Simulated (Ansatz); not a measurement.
A run of Ansatz 0.2.0 is set up as follows.

File input.yaml:

```yaml
crystal:
  lattice:
    - [-0.09159188, 0.02278148, -3.96239693]
    - [3.88088382, 4.13177996, 0.06849871]
    - [3.92317125, -4.17406739, 0.11385529]
  atoms:
    - { symbol: Ba, position: [0.9974869, 0.00014772, 0.00042717] }
    - { symbol: Ba, position: [0.99982027, 0.4987526, 0.50108677] }
    - { symbol: Ti, position: [0.5007474, 0.49905912, 0.99785408] }
    - { symbol: Ti, position: [0.50365646, 0.99876813, 0.49738197] }
    - { symbol: O, position: [0.99895966, 0.49877997, 0.99824097] }
    - { symbol: O, position: [0.00194463, 0.99975533, 0.50211677] }
    - { symbol: O, position: [0.49413247, 0.25152792, 0.25251016] }
    - { symbol: O, position: [0.49937016, 0.75231443, 0.7482599] }
    - { symbol: O, position: [0.50325957, 0.25086477, 0.74968771] }
    - { symbol: O, position: [0.50062248, 0.75003001, 0.25243449] }
hamiltonian:
  xc: pbe
  pseudopotentials: { kind: paw }
kpoints:
  mp_grid: { grid: [7, 5, 5] }
scf:
  occupations: { method: fermi_dirac, width: 0.05 }
output:
  forces: true
  stress: true
  eigenvalues: true
  write_density: true
  write_potential: true
  elf: true
  volumetric_format: npy
```

Potentials or basis: Ansatz PAW.

Launch:

```bash
$ ansatz run input.yaml --threads 4 --pin off --max-ram 11264MiB --backend cpu --events-out ev --progress --plain --runs-dir out
```

Question: Predict the band gap on the k mesh.

Answer: 1.63 eV.

Question: What does it give for the pressure?

Answer: 2.9 GPa.

Question: Estimate the largest force.

Answer: 0.263 eV/Å.

Forces on the atoms (eV/Å):
```
Ba  -0.049  0.032 -0.071
Ba  -0.005  0.071 -0.024
Ti  -0.064 -0.003  0.007
Ti   0.073 -0.094  0.043
O    0.114  0.012 -0.014
O   -0.025  0.086  0.138
O   -0.123  0.067 -0.148
O    0.045 -0.259 -0.006
O    0.215 -0.040  0.077
O   -0.181  0.127 -0.001
```

Caveat: odd divisions of the mesh miss points on the zone boundary, where band edges often lie, so the gap on the mesh can be too wide; the pressure holds a Pulay correction of +0.5 GPa for the finite cutoff; spin-orbit coupling is left out, which moves the levels of the heavy elements. A k mesh can miss the band edges.
